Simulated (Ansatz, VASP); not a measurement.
## One calculation of Ga, two programs

INCAR

```
PREC = Accurate
ENCUT = 520
EDIFF = 1E-6
ISMEAR = -1
SIGMA = 0.08
LREAL = F
LASPH = T
NELM = 60
ALGO = Normal
ISIF = 2
LWAVE = F
LCHARG = F
GGA = PE
NBANDS = 12
```

Contents of KPOINTS:

```
Automatic mesh
0
Gamma
  16 16 16
```

Contents of POSCAR:

```
Ga
1.0
    2.6805843851      0.0000000000      0.0000000000
    0.0000000000      2.6805843851      0.0000000000
    0.0000000000      0.0000000000      2.6805843851
Ga
1
Direct
    0.0000000000      0.0000000000      0.0000000000
```

Input for Ansatz:

```yaml
crystal:
  lattice:
    - [2.6805843851, 0.0, 0.0]
    - [0.0, 2.6805843851, 0.0]
    - [0.0, 0.0, 2.6805843851]
  atoms:
    - { symbol: Ga, position: [0.0, 0.0, 0.0] }
kpoints:
  mp_grid: { grid: [16, 16, 16] }
scf:
  occupations: { method: fermi_dirac, width: 0.08 }
hamiltonian:
  xc: pbe
  pseudopotentials: { kind: all_electron, lapw: { basis_error: 0.0005 } }
output:
  forces: true
  stress: true
  eigenvalues: true
```

Change from the starting cell: volume scaled by 0.96.

Alike in both runs: task single point; functional PBE; k mesh 16 × 16 × 16; occupations fermi-dirac, width 0.08 eV; no spin polarisation.

|  | VASP | Ansatz |
| --- | --- | --- |
| version | VASP 6.6.1 | Ansatz 0.2.0 |
| potentials or method | VASP PAW PBE potentials, release 64 (Ga_d) | all-electron LAPW, scalar-relativistic |
| plane-wave cutoff (eV) | 520 | see its input |

```tsv
	VASP	Ansatz	Ansatz less VASP
pressure (GPa)	2.3	2.2	-0.07
```

Ansatz ran all-electron here, so the differences hold the error of VASP's frozen core and of both bases.
